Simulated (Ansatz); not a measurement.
# Ni: a sweep of LAPW's basis error target

One table from this session's results is given with a row withheld; the runs are named, their logs left out.

Program: Ansatz 0.2.0. Level of theory: DFT, LDA, all-electron LAPW, scalar-relativistic. These are calculated values, not measurements.

## The system as given

It takes space group P6_3/mmc (No. 194, hexagonal). Conventional cell: a = 2.448 Å, b = 2.448 Å, c = 4.073 Å, α = 90.00°, β = 90.00°, γ = 120.00°. Around Ni (site symmetry -6m2) lie 12 Ni at 2.45 to 2.48 Å.

As a file:

```xyz
2
Lattice="2.4480 0.0000 0.0000 -1.2240 2.1201 0.0000 0.0000 0.0000 4.0728" Properties=species:S:1:pos:R:3 pbc="T T T"
Ni    0.0000    1.4134    1.0182
Ni    1.2240    0.7067    3.0546
```

Structure from a Materials Project entry, not relaxed further.

Atoms are numbered in the order of the input: Ni1, Ni2.

The first run:

File input.yaml:

```yaml
crystal:
  lattice:
    - [2.4480228978, 0.0, 0.0]
    - [-1.2240114489, 2.1200500186, 0.0]
    - [0.0, 0.0, 4.07280757]
  atoms:
    - { symbol: Ni, position: [0.3333333333, 0.6666666667, 0.25], spin: 1.5 }
    - { symbol: Ni, position: [0.6666666667, 0.3333333333, 0.75], spin: 1.5 }
magnetization:
  spin_polarized: true
kpoints:
  mp_grid: { grid: [15, 15, 8] }
scf:
  occupations: { method: fermi_dirac, width: 0.08 }
hamiltonian:
  xc: lda
  pseudopotentials: { kind: all_electron, lapw: { basis_error: 0.03 } }
output:
  forces: true
  stress: true
  eigenvalues: true
```

The run is started by

```bash
> ansatz run input.yaml --threads 1 --pin off --max-ram 3072MiB --backend cpu --events-out ev --progress --plain --runs-dir out
```

Among the steps run: With basis error target 0.03 eV/atom; With basis error target 0.01 eV/atom; With basis error target 0.003 eV/atom; With basis error target 0.0001 eV/atom.

One table of the session follows, with a row left open; its other results are not shown here.

| basis error target (eV/atom) | pressure (GPa) |
| --- | --- |
| 0.03 | -10.70 |
| 0.01 | ? |
| 0.003 | -10.77 |
| 0.0001 | -10.77 |

Q: Estimate the row for basis error target (eV/atom) = 0.01 from the others.

Worked estimate for «pressure (GPa)». A straight line through the neighbours (0.03, -10.70) and (0.003, -10.77) gives -10.70 + (-10.77 + 10.70) × (0.01 − 0.03) / (0.003 − 0.03) = -10.75; a parabola fitted to 3 rows on both sides gives -10.76.

As computed: pressure (GPa): -10.75. In «pressure (GPa)» the line misses by 0.00 and the parabola by -0.01.

Energies are those extrapolated to zero smearing.
